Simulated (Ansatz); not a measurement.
## Computed properties of Cs

```
Cs
1.0
     5.50390    0.00000    0.00000
    -2.75195    4.76652    0.00000
     0.00000    0.00000    8.90801
Cs
2
Direct
  0.33333 0.66667 0.25000
  0.66667 0.33333 0.75000
```

Atom numbers follow the list: Cs1, Cs2.

The structure comes from a relaxation in the same program, started in the hcp type, and has space group P6_3/mmc. Whether it is a known phase or the ground state wasn't checked.

Spin–orbit coupling is left out, though it moves levels of the heavy atoms by tenths of an eV or more.

The calculation used DFT, PBE, all-electron LAPW, scalar-relativistic in Ansatz 0.2.0.

Settings: a Γ-centred 12×12×6 k mesh, Fermi–Dirac smearing of 0.05 eV, basis error target 1 meV/atom, no spin polarisation.

* Volume per atom: 116.85 Å³
* Pressure at this cell: 0.01 GPa

(1) Predict this quantity. Density of states at the Fermi level (0.2 eV bin).

(2) Predict this quantity. Band gap.

## Answers

(1) 2.75 states/eV per cell.

(2) none: bands cross the Fermi level, a metal.
